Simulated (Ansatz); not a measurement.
TiPt$_{3}$: strain energy, fitted

TiPt$_{3}$, Pm-3m, a = 3.899 Å. The structure is a COD entry; whether it is the stable form wasn't checked. Ansatz: PBEsol, PAW, 420 eV, Γ-centred 14×14×14 mesh on 4 atoms, Gaussian smearing 0.10 eV; no spin polarisation. Series: shear of c along a, cell held, atoms fixed by symmetry; x is the strain in per cent (engineering shear). y is the free energy over the unstrained cell, V0 = 14.822 Å³/atom. Symmetry makes y even in x.

```tsv
x (%)	y (meV/atom)
0.0	0.00
1.5	1.62
3.0	6.49
4.5	?
6.0	26.05
9.0	58.86
```

Problem. Fit y = c2 x² + c4 x⁴ to the other rows, turn c2 into a modulus, and predict the missing energy.

Solution. Least squares on the rows shown. y = 0.72105 x² + 6.9438×10⁻⁵ x⁴. In eV per unit strain² c2 is 7.210; this is the shear stiffness (E = ½ C V0 γ²): 2 × 7.210 × 160.2 / (14.822) = 156 GPa. At x = 4.5 the fit asked for gives 14.63 meV/atom. The run gave 14.63 meV/atom, the same to the digits shown.

Spin–orbit coupling is left out, which can shift energies with elements as heavy as these.

Cost: 6 runs of about 7 core-minutes in all, on Arm Neoverse V2 (shared hosts).